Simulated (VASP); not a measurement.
# MgO (P-6m2) in VASP: a series of runs, part 2 of 3

VASP 6.6.1. The steps go on from the part before.

## (3) G0W0 quasiparticle levels, PBE

POSCAR

```
MgO
1.0
    2.9380209034      0.0000000000      0.0000000000
   -1.4690104517      2.5444007392      0.0000000000
    0.0000000000      0.0000000000      2.6796800000
Mg O
1 1
Direct
    0.0000000000      0.0000000000      0.0000000000
    0.3333333333      0.6666666667      0.5000000000
```

INCAR.step1

```
SYSTEM = MgO
PREC = Accurate
ENCUT = 450
EDIFF = 1E-8
ISMEAR = 0
SIGMA = 0.01
LREAL = .False.
LASPH = .True.
NELM = 60
ALGO = Fast
LWAVE = .True.
LCHARG = .False.
GGA = PE
```

INCAR.step2

```
SYSTEM = MgO
PREC = Accurate
ENCUT = 450
EDIFF = 1E-8
ISMEAR = 0
SIGMA = 0.01
LREAL = .False.
LASPH = .True.
NELM = 1
ALGO = Exact
LWAVE = .True.
LCHARG = .False.
GGA = PE
NBANDS = 28
LOPTICS = .True.
ISTART = 1
```

INCAR.step3

```
SYSTEM = MgO
PREC = Accurate
ENCUT = 450
EDIFF = 1E-8
ISMEAR = 0
SIGMA = 0.01
LREAL = .False.
LASPH = .True.
ALGO = EVGW0
LWAVE = .False.
LCHARG = .False.
GGA = PE
NELMGW = 1
NBANDS = 28
ENCUTGW = 75
NOMEGA = 48
PRECFOCK = Fast
ISTART = 1
NBANDSGW = 12
```

KPOINTS

```
regular mesh
0
Gamma
  3 3 3
  0 0 0
```

Potentials or basis: VASP PAW PBE potentials, release 64 (Mg_GW, O_GW).

Started as:

```
cat potpaw_PBE.64/Mg_GW/POTCAR potpaw_PBE.64/O_GW/POTCAR > POTCAR
cp INCAR.step1 INCAR
mpirun -np 1 vasp_std > vasp.out
cp INCAR.step2 INCAR
mpirun -np 1 vasp_std > vasp.out
cp INCAR.step3 INCAR
mpirun -np 1 vasp_std > vasp.out
```

OUTCAR:

```text
SYSTEM = MgO
   PREC = Accurate
   ENCUT = 450
   EDIFF = 1E-8
   ISMEAR = 0
   LREAL = .False.
   LASPH = .True.
   GGA = PE
   NELMGW = 1
   ENCUTGW = 75
   PRECFOCK = Fast
   ISTART = 1

 Found      6 irreducible k-points:

 Following reciprocal coordinates:
            Coordinates               Weight
  0.000000  0.000000  0.000000      1.000000
  0.333333  0.000000  0.000000      6.000000
  0.333333  0.333333  0.000000      2.000000
  0.000000  0.000000  0.333333      2.000000
  0.333333  0.000000  0.333333     12.000000
  0.333333  0.333333  0.333333      4.000000
   k-points           NKPTS =      6   k-points in BZ     NKDIM =     27   number of bands    NBANDS=     28
   number of dos      NEDOS =    301   number of ions     NIONS =      2
   total plane-waves  NPLWV =   8000
   dimension x,y,z NGX =    20 NGY =   20 NGZ =   20
   dimension x,y,z NGXF=    40 NGYF=   40 NGZF=   40
   ions per type =               1   1
   NGX,Y,Z   is equivalent  to a cutoff of  11.32, 11.32, 12.41 a.u.
   NGXF,Y,Z  is equivalent  to a cutoff of  22.63, 22.63, 24.82 a.u.
 SYSTEM =  MgO
   PREC   = accura    normal or accurate (medium, high low for compatibility)
   ISTART =      1    job   : 0-new  1-cont  2-samecut
   ICHARG =      0    charge: 1-file 2-atom 10-const
   ISPIN  =      1    spin polarized calculation?
   LNONCOLLINEAR =      F non collinear calculations
   LSORBIT =      F    spin-orbit coupling
   LASPH  =      T    aspherical Exc in radial PAW
   ENCUT  =  450.0 eV  33.07 Ry    5.75 a.u.   5.08  5.08  4.63*2*pi/ulx,y,z
   NELM   =     60;   NELMIN=  2; NELMDL=  0     # of ELM steps
   EDIFF  = 0.1E-07   stopping-criterion for ELM
   LREAL  =      F    real-space projection
   EDIFFG = 0.1E-06   stopping-criterion for IOM
[... 16 lines left out ...]
     AMIX     =   0.40;   BMIX     =  1.00
     AMIX_MAG =   1.60;   BMIX_MAG =  1.00
  volume/ion in A,a.u.               =      10.02        67.59
  Fermi-wavevector in a.u.,A,eV,Ry     =   1.205583  2.278221 19.775115  1.453430
  Thomas-Fermi vector in A             =   2.341275
   LORBIT       =      0    0 simple, 1 ext, 2 COOP (PROOUT), +10 PAW based schemes
   GGA     = PE    functional components
   LHFCALC =     T    Hartree Fock is set to
   PRECFOCK=fast      Normal, Fast or Accurate (Low or Medium for compatibility)
   ENCUT4O =  -1.0   cutoff for four orbital integrals eV
   NKREDX  =     1    reduce k-point grid by
   NKREDY  =     1    reduce k-point grid by
   NKREDZ  =     1    reduce k-point grid by
   AEXX    =    1.0000 exact exchange contribution
   HFSCREEN=    0.0000 screening length (either q_TF or 0.3 A-1)
   HFSCREENC=   0.0000 screening length for correlation (either q_TF or 0.3 A-1)
   ENCUTFOCK=  -1.0 apply spherical cutoff to Coloumb kernel
   IVDW    =     0    specifies the selected vdW correction
   LEPSILON=     F    determine dielectric tensor
   LRPA    =     F    only Hartree local field effects (RPA)
   LRPAFORCE           =     F    calculate RPA forces
   ENCUTGW             =  75.0    cutoff for response function in eV
   ENCUTGWSOFT         =  60.0    soft cutoff for Coulomb kernel in GW response function in eV
   ENCUTLF             =  -1.0    cutoff for local field effects
   NELMGW              =     1    number of iterations in solving QP/BSE equation
   NELMHF              =     1    number of iterations in the inner HF iteration
   NKREDLFX            =     1    NKREDLFY  =   1   NKREDLFZ  =   1
 non-spin polarized calculation
 Gauss-broadening in eV      SIGMA  =   0.01
  energy-cutoff  :      450.00
  volume of cell :       20.03
 maximum number of plane-waves:       447
  NGX = 12; NGY = 12; NGZ = 10
   NGX = 11   NGY = 11   NGZ =  9
 maximum number of plane-waves:        33
 NGX is ok and might be reduce to    10

 QP shifts <psi_nk| G(iteration)W_0 |psi_nk>: iteration 1
 for sc-GW calculations column KS-energies equals QP-energies in previous step
 and V_xc(KS)=  KS-energies - (<T + V_ion + V_H > + <T+V_H+V_ion>^1  + <V_x>^1)

 k-point   1 :       0.0000    0.0000    0.0000
  band No.  KS-energies  QP-energies   sigma(KS)   V_xc(KS)     V^pw_x(r,r')   Z            occupation Imag(sigma)

      1     -14.0514     -15.9943     -20.9553     -18.1185     -29.8309       0.6849       2.0000       1.2422
      2       2.7905       2.0595     -20.1205     -19.1490     -24.8620       0.7525       2.0000       0.1811
      3       2.7905       2.0595     -20.1205     -19.1490     -24.8620       0.7525       2.0000       0.1811
      4       2.9934       2.2306     -20.2712     -19.2553     -25.0520       0.7508       2.0000       0.1811
      5       6.3348       7.2572     -10.0400     -11.1969      -6.4452       0.7973       0.0000      -0.1249
      6      15.1989      16.3289      -7.4991      -8.9289      -3.1427       0.7903       0.0000      -0.1621
      7      18.8451      20.0496      -7.2268      -8.7582      -2.6576       0.7865       0.0000      -0.2603
      8      18.8451      20.0496      -7.2268      -8.7582      -2.6576       0.7865       0.0000      -0.2603
      9      23.1418      24.1974      -7.1469      -8.4528      -2.0767       0.8083       0.0000      -0.7077
     10      24.1055      25.6805      -8.8908     -10.9707      -3.4194       0.7572       0.0000      -0.6960
     11      25.7686      27.4798      -8.9576     -11.2092      -3.4218       0.7600       0.0000      -0.7180
     12      25.7686      27.4798      -8.9576     -11.2092      -3.4218       0.7600       0.0000      -0.7180
[... 68 lines left out ...]
      1     -12.3508     -14.2658     -22.6614     -19.9089     -31.3587       0.6958       2.0000       1.0118
      2       0.5429      -0.5241     -17.8692     -16.4248     -22.5381       0.7387       2.0000       0.2187
      3       0.5548      -0.5364     -17.7214     -16.2473     -22.3246       0.7402       2.0000       0.2166
      4       0.6311      -0.3946     -18.5797     -17.1835     -23.4321       0.7347       2.0000       0.2232
      5      10.3439      11.2242      -8.0410      -9.1622      -4.0414       0.7851       0.0000      -0.1468
      6      14.3392      15.8621      -8.9589     -10.9097      -4.8303       0.7807       0.0000      -0.1660
      7      17.1807      18.7518      -9.2887     -11.3342      -4.7143       0.7681       0.0000      -0.2192
      8      18.4935      19.9166      -9.7365     -11.5690      -5.1345       0.7766       0.0000      -0.3124
      9      18.5988      20.4092     -10.9648     -13.3477      -6.0926       0.7597       0.0000      -0.3602
     10      24.6062      26.1647      -8.8757     -10.8648      -3.6880       0.7835       0.0000      -0.5857
     11      29.4038      31.1646      -7.5721      -9.7826      -2.3428       0.7966       0.0000      -0.7613
     12      30.6721      32.1550      -6.8278      -8.6434      -1.5206       0.8167       0.0000      -0.9616
```

Run time: 5.8 s. Hardware: 1 thread of Intel Xeon 6975P-C (Granite Rapids), shared host; peak memory 0.14 GiB.

The run converged, but some of its settings lie outside the range that counts as converged, so its numbers aren't taken as properties of the crystal.

What came out:

```yaml
Band_gap_on_the_k_mesh_mean-field_level: 2.93 eV, indirect (least direct gap 3.34 eV)
Quasiparticle_gap: 4.54 eV
Least_direct_quasiparticle_gap: 5.03 eV
```

Caveat: the k mesh is coarse (spacing up to 0.82 Å⁻¹), so the values aren't converged; bands, screening cutoff and mesh are small and nothing is extrapolated, so the quasiparticle values aren't converged; an odd mesh through Γ misses points on the zone boundary, where band edges often lie.

## (4) G0W0 quasiparticle levels, PBE

POSCAR is that of step 3.

INCAR.step1 is that of step 3.

Changes to INCAR.step2 since step 3:

```diff
@@ -13,3 +13,3 @@
 GGA = PE
-NBANDS = 28
+NBANDS = 16
 LOPTICS = .True.
```

Changes to INCAR.step3 since step 3:

```diff
@@ -13,4 +13,4 @@
 NELMGW = 1
-NBANDS = 28
-ENCUTGW = 75
+NBANDS = 16
+ENCUTGW = 200
 NOMEGA = 48
```

KPOINTS is that of step 3.

Potentials or basis: VASP PAW PBE potentials, release 64 (Mg_GW, O_GW).

Started as:

```
cat potpaw_PBE.64/Mg_GW/POTCAR potpaw_PBE.64/O_GW/POTCAR > POTCAR
cp INCAR.step1 INCAR
mpirun -np 1 vasp_std > vasp.out
cp INCAR.step2 INCAR
mpirun -np 1 vasp_std > vasp.out
cp INCAR.step3 INCAR
mpirun -np 1 vasp_std > vasp.out
```

OUTCAR:

```text
SYSTEM = MgO
   PREC = Accurate
   ENCUT = 450
   EDIFF = 1E-8
   ISMEAR = 0
   LREAL = .False.
   LASPH = .True.
   GGA = PE
   NELMGW = 1
   ENCUTGW = 200
   PRECFOCK = Fast
   ISTART = 1

 Found      6 irreducible k-points:

 Following reciprocal coordinates:
            Coordinates               Weight
[... 86 lines left out ...]
      1     -14.0514     -15.7137     -20.6160     -18.1185     -29.8309       0.6656       2.0000       1.5931
      2       2.7905       2.2830     -19.8316     -19.1490     -24.8620       0.7436       2.0000       0.2192
      3       2.7905       2.2830     -19.8316     -19.1490     -24.8620       0.7436       2.0000       0.2192
      4       2.9934       2.4703     -19.9570     -19.2553     -25.0520       0.7455       2.0000       0.2032
      5       6.3348       7.6248      -9.5707     -11.1969      -6.4452       0.7933       0.0000      -0.1277
      6      15.1989      16.6996      -7.0390      -8.9289      -3.1427       0.7940       0.0000      -0.1613
      7      18.8451      20.4297      -6.7535      -8.7582      -2.6576       0.7904       0.0000      -0.2562
      8      18.8451      20.4297      -6.7535      -8.7582      -2.6576       0.7904       0.0000      -0.2562
      9      23.1418      24.6665      -6.5717      -8.4528      -2.0767       0.8105       0.0000      -0.7033
     10      24.1055      25.9879      -8.4763     -10.9707      -3.4194       0.7546       0.0000      -0.7115
     11      25.7686      27.7841      -8.5527     -11.2092      -3.4218       0.7587       0.0000      -0.7526
     12      25.7686      27.7841      -8.5527     -11.2092      -3.4218       0.7587       0.0000      -0.7526
[... 68 lines left out ...]
      1     -12.3508     -13.9669     -22.2809     -19.9089     -31.3587       0.6813       2.0000       1.3830
      2       0.5429      -0.3014     -17.5794     -16.4248     -22.5381       0.7312       2.0000       0.2715
      3       0.5548      -0.3037     -17.4175     -16.2473     -22.3246       0.7336       2.0000       0.2652
      4       0.6311      -0.1597     -18.2637     -17.1835     -23.4321       0.7321       2.0000       0.2521
      5      10.3439      11.4760      -7.7205      -9.1622      -4.0414       0.7853       0.0000      -0.1435
      6      14.3392      16.1382      -8.6120     -10.9097      -4.8303       0.7830       0.0000      -0.1649
      7      17.1807      19.0584      -8.8927     -11.3342      -4.7143       0.7691       0.0000      -0.2235
      8      18.4935      20.2355      -9.3167     -11.5690      -5.1345       0.7734       0.0000      -0.3174
      9      18.5988      20.7209     -10.5514     -13.3477      -6.0926       0.7589       0.0000      -0.3915
     10      24.6062      26.5924      -8.3223     -10.8648      -3.6880       0.7812       0.0000      -0.6488
     11      29.4038      31.6719      -6.9557      -9.7826      -2.3428       0.8023       0.0000      -0.7745
     12      30.6721      32.8025      -6.1101      -8.6434      -1.5206       0.8410       0.0000      -0.9148
```

OUTCAR.step1:

```text
SYSTEM = MgO
   PREC = Accurate
   ENCUT = 450
   EDIFF = 1E-8
   ISMEAR = 0
   LREAL = .False.
   LASPH = .True.
[... 175 lines left out ...]
      0.00000      0.00000      0.00000         0.000000     -0.000000      0.000000
     -0.00000      1.69627      1.33984        -0.000000      0.000000      0.000000
 -----------------------------------------------------------------------------------
    total drift:                               -0.000001      0.000000     -0.000000

  FREE ENERGIE OF THE ION-ELECTRON SYSTEM (eV)
  ---------------------------------------------------
  free  energy   TOTEN  =       -11.1351681000 eV

  energy  without entropy=      -11.1351681000  energy(sigma->0) =      -11.13516810
```

It took 6 s on 1 thread of Intel Xeon 6975P-C (Granite Rapids), shared host; peak memory 0.14 GiB.

These settings aren't checked as converged: the numbers below hold their error.

What came out:

```
Band gap on the k mesh, mean-field level : 2.93 eV, indirect (least direct gap 3.34 eV)
Quasiparticle gap                        : 4.65 eV
Least direct quasiparticle gap           : 5.15 eV
```

Caveat: the k mesh is coarse (spacing up to 0.82 Å⁻¹), so the values aren't converged; bands, screening cutoff and mesh are small and nothing is extrapolated, so the quasiparticle values aren't converged; an odd mesh through Γ misses points on the zone boundary, where band edges often lie.

(Part 2 of 3 ends here.)
